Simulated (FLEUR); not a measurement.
Fe: single point with PBE

Fe:

```
Fe
1.0
     0.00000    1.94174    1.96511
     1.49844    0.00000    1.96511
     1.49844    1.94174    0.00000
Fe
1
Direct
  0.00000 0.00000 0.00000
```

```yaml
Program: FLEUR MaX-R8.1 (later development tree)
Task: single point
Functional: PBE
Potentials_or_basis: all-electron
Basis: FLAPW
Kmax: 4.67 1/bohr
k_mesh: 13 × 13 × 13
Occupations: fermi-dirac, width 0.05 eV
Spin: collinear spin, ferromagnetic start
Starting_moments: "[4.5] μB"
```

The band gap on the k mesh is none (metal or under the smearing width), the net moment is 2.17 μB per cell and the site moments are Fe +2.22 μB. The valence electrons inside the program's atomic spheres are Fe 14.37 (radii Fe 2.1 bohr).

Levels at points of the mesh, in eV from the Fermi level:
Spin up:
| k point | band 6 | band 7 | band 8 | band 9 | band 10 | band 11 | band 12 | band 13 |
| --- | --- | --- | --- | --- | --- | --- | --- | --- |
| (0.00, 0.00, 0.00) | -2.45 | -2.37 | -2.04 | -1.35 | -0.96 | 23.19 | 24.68 | 24.94 |
Spin down:
| k point | band 3 | band 4 | band 5 | band 6 | band 7 | band 8 | band 9 | band 10 | band 11 | band 12 |
| --- | --- | --- | --- | --- | --- | --- | --- | --- | --- | --- |
| (0.00, 0.00, 0.00) | -51.32 | -51.31 | -8.36 | -0.66 | -0.51 | 0.00 | 1.29 | 1.91 | 22.93 | 24.49 |

Core levels (eV from the Fermi level):
```
atom                                                   levels
1 Fe  1s1/2 -6990.2, 2s1/2 -812.9, 2p1/2 -699.8, 2p3/2 -687.3
```

Run time: 7.7 min on 1 thread of Arm Neoverse V2 (shared host), peak memory 0.08 GiB.
